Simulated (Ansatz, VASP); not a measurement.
**Pt: VASP beside Ansatz**

The input INCAR:

```
PREC = Accurate
ENCUT = 520
EDIFF = 1E-7
ISMEAR = -1
SIGMA = 0.05
LREAL = False
LASPH = True
NELM = 100
ALGO = Normal
ISIF = 2
LWAVE = False
LCHARG = False
GGA = PE
NBANDS = 17
```

File KPOINTS:

```
Automatic mesh
0
Gamma
  11 11 6
```

File POSCAR:

```
Pt
1.0
    2.7043096880      0.0000000000      0.0000000000
   -1.3521548440      2.3420008895      0.0000000000
    0.0000000000      0.0000000000      4.6943078975
Pt
2
Direct
    0.3333333333      0.6666666667      0.2500000000
    0.6666666667      0.3333333333      0.7500000000
```

input.yaml

```yaml
crystal:
  lattice:
    - [2.704309688, 0.0, 0.0]
    - [-1.352154844, 2.3420008895, 0.0]
    - [0.0, 0.0, 4.6943078975]
  atoms:
    - { symbol: Pt, position: [0.3333333333, 0.6666666667, 0.25] }
    - { symbol: Pt, position: [0.6666666667, 0.3333333333, 0.75] }
hamiltonian:
  xc: pbe
  pseudopotentials: { kind: paw }
kpoints:
  mp_grid: { grid: [11, 11, 6] }
scf:
  occupations: { method: fermi_dirac, width: 0.05 }
output:
  forces: true
  stress: true
  eigenvalues: true
```

Change from the starting cell: volume scaled by 0.94.

Alike in both runs: task single point; functional PBE; k mesh 11 × 11 × 6; occupations fermi-dirac, width 0.05 eV; no spin polarisation.

|  | VASP | Ansatz |
| --- | --- | --- |
| version | VASP 6.6.1 | Ansatz 0.2.0 |
| potentials or method | VASP PAW PBE potentials, release 64 (Pt) | Ansatz PAW |
| plane-wave cutoff (eV) | 520 | 420 |
| valence electrons in the cell | 20 | 36 |

```tsv
	VASP	Ansatz	Ansatz less VASP
gap on the k mesh at the Fermi level (eV)	none	none	-
pressure (GPa)	16.4	16.9	+0.54
largest component of the traceless stress (GPa)	3.10	3.08	-0.024
```

A gap of «none» marks a metal or a gap that the smearing closes. The functional is the same, so the differences come from potentials, cutoffs and numerics. The two sets of potentials don't hold the same shells in valence.

Spin-orbit coupling is left out, which matters for the levels of Pt.
